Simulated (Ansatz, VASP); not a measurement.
NaH: VASP beside Ansatz

INCAR

```
SYSTEM = NaH
ALGO = Normal
EDIFF = 1E-6
ENCUT = 520
GGA = CA
ISIF = 2
ISMEAR = -1
LASPH = .True.
LCHARG = .True.
LELF = .True.
LREAL = .False.
LVHAR = .True.
LWAVE = .False.
NBANDS = 11
NELM = 80
PREC = Accurate
SIGMA = 0.03
```

KPOINTS

```
k-points
0
Gamma
  8 8 8
  0 0 0
```

POSCAR

```
NaH
1.0
    0.0000000000      2.3864216652      2.3864216652
    2.3864216652      0.0000000000      2.3864216652
    2.3864216652      2.3864216652      0.0000000000
Na H
1 1
Direct
   -0.0600000000     -0.0600000000      0.0600000000
    0.5600000000      0.5600000000      0.4400000000
```

Input for Ansatz:

```yaml
crystal:
  lattice:
    - [0.0, 2.3864216652, 2.3864216652]
    - [2.3864216652, 0.0, 2.3864216652]
    - [2.3864216652, 2.3864216652, 0.0]
  atoms:
    - { symbol: Na, position: [-0.06, -0.06, 0.06] }
    - { symbol: H, position: [0.56, 0.56, 0.44] }
kpoints:
  mp_grid: { grid: [8, 8, 8] }
scf:
  occupations: { method: fermi_dirac, width: 0.03 }
hamiltonian:
  xc: lda
  pseudopotentials: { kind: all_electron, lapw: { basis_error: 0.001 } }
output:
  forces: true
  stress: true
  eigenvalues: true
  populations: true
```

Change from the starting cell: shortest bond scaled by 0.76, LAPW.

Alike in both runs: task single point; functional LDA; k mesh 8 × 8 × 8; occupations fermi-dirac, width 0.03 eV; no spin polarisation.

|  | VASP | Ansatz |
| --- | --- | --- |
| version | VASP 6.6.1 | Ansatz 0.2.0 |
| potentials or method | VASP PAW LDA potentials, release 64 (Na_pv, H) | all-electron LAPW, scalar-relativistic |
| plane-wave cutoff (eV) | 520 | see its input |

Ansatz gave:

* gap on the k mesh at the Fermi level (eV): 3.36
* pressure (GPa): 2.4
* largest component of the traceless stress (GPa): 8.93
* rms of the force components (eV/Å): 0.754

Problem. Which values does VASP return?

Solution. gap on the k mesh at the Fermi level (eV): 3.36; pressure (GPa): 2.4; largest component of the traceless stress (GPa): 8.99; rms of the force components (eV/Å): 0.760.

Atom by atom the forces differ by 0.006 eV/Å (rms over components). Ansatz ran all-electron here, so the differences hold the error of VASP's frozen core and of both bases.

Caveats: forces of over 1 eV/Å show positions far from the minimum, so gaps and moduli don't describe the material at rest. A k mesh can miss the band edges.
